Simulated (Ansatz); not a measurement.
Computed with Ansatz on PBE0-D4/def2-TZVP structures; ΔE is electronic, products minus reactants. CCSD(T)/CBS is the MP2 limit (def2-TZVPP, def2-QZVPP) plus CCSD(T) − MP2 in def2-TZVPP, frozen cores. DFT in def2-TZVPP. B3LYP here is the variant with VWN-RPA as its local correlation; programs differ in this. Elements past krypton have def2 core potentials. For Te outer-core shells are correlated without core-valence functions, which leaves a few kJ/mol of doubt a bond. One conformer a species, not always the lowest.

Consider the formal exchange of groups at the Al–Te bond: `[OH][Al]([F])[TeH]` + `C=CCC` → `[CH3][Al]([OH])[F]` + `C=CC[TeH]`.

`[OH][Al]([F])[TeH]`:

Z-matrix (Å, degrees):
```
Al
F 1 1.642
Te 1 2.512 2 116.2
O 1 1.681 2 117.8 3 180.0
H 3 1.659 1 89.8 2 -180.0
H 4 0.955 1 124.7 2 179.8
```

`C=CCC`:

```xyz
12

C    -1.470    0.177   -1.333
C    -0.812   -0.401   -0.338
C     0.027    0.312    0.669
C     1.479   -0.155    0.652
H    -1.447    1.253   -1.476
H    -2.058   -0.400   -2.038
H    -0.860   -1.485   -0.235
H    -0.024    1.390    0.489
H    -0.390    0.140    1.669
H     1.548   -1.230    0.838
H     1.941    0.044   -0.317
H     2.065    0.354    1.420
```

`[CH3][Al]([OH])[F]`:

```xyz
8

C     0.584   -1.070   -0.369
Al   -0.046    0.610    0.339
O    -1.600    1.167   -0.020
F     0.914    1.544    1.309
H     0.601   -1.046   -1.463
H    -0.084   -1.887   -0.082
H     1.589   -1.310   -0.018
H    -1.958    1.992    0.305
```

`C=CC[TeH]`:

Cartesian coordinates in Å:
```
C 1.675 0.508 0.010
C 0.555 -0.087 -0.381
C -0.803 0.355 -0.001
Te -1.821 -1.058 1.295
H 1.658 1.383 0.652
H 2.647 0.140 -0.295
H 0.613 -0.966 -1.019
H -1.466 0.475 -0.858
H -0.789 1.289 0.562
H -2.270 -2.038 0.036
```

(1) Is it downhill or uphill in electronic energy at CCSD(T)/CBS, and by how much? (An estimate is asked.)

(2) What do these levels give: PBE-D4, B97M-V, ωB97M-V, B3LYP, LC-ωPBE, MP2/def2-SVP? (Best estimate.)

Largest T1 diagnostic among the species: 0.012.

Answers

(1) The calculation gave: Uphill: ΔE = +94.4 kJ/mol.

(2) Ansatz gave: PBE-D4 89.4, B97M-V 90.2, ωB97M-V 93.1, B3LYP 90.8, LC-ωPBE 100.6, MP2/def2-SVP 109.1 kJ/mol.

From BLYP to BHLYP (50 % exact exchange), in def2-TZVPP and without D4, ΔE moves by +17.8 kJ/mol. Leaving LDA and LC-ωPBE aside and taking each functional with its dispersion term where it has one, the values, not all of them listed here, spread over 22.3 kJ/mol, from BLYP-D4 to PBE-QIDH. LDA lies +3.4 kJ/mol from PBE without D4. At CCSD(T), def2-SVP lies +16.1 kJ/mol from the extrapolated value and def2-TZVPP −0.3 kJ/mol.
